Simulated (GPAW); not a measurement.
## HgTe (Coloradoite) in GPAW: the effect of dispersion

The system is HgTe (Coloradoite).

```xyz
2
Lattice="0.0000 3.2145 3.2145 3.2145 0.0000 3.2145 3.2145 3.2145 0.0000" Properties=species:S:1:pos:R:3 pbc="T T T"
Hg    0.0000    0.0000    0.0000
Te    4.8217    4.8217    4.8217
```

Alike in all runs:

- Program: GPAW 26.7.0
- Task: relaxation of cell and atoms
- Functional: PBEsol
- Potentials or basis: PAW data sets generated in the run's folder for this functional
- Cutoff: 600 eV
- Basis: pw
- k mesh: 7 × 7 × 7
- Occupations: fermi-dirac, width 0.05 eV
- Spin: no spin polarisation

Each run relaxes the cell or the atoms first.

Question: One run gave: relaxed volume 34.42 Å³/atom. Which dispersion did it use?
A. D3
B. D4
C. none
D. D3(BJ)
E. D3(BJ)-ATM

Answer: C.

```csv
dispersion,relaxed volume (Å³/atom)
none,34.42
D3,33.33
D3(BJ),33.22
D3(BJ)-ATM,33.36
D4,33.68
```

Caveats: later steps reuse the first step's grids; pairwise dispersion overbinds metals, which lowers pressure and volume (some runs); the relaxation stopped at its first step, so nothing moved (some runs).
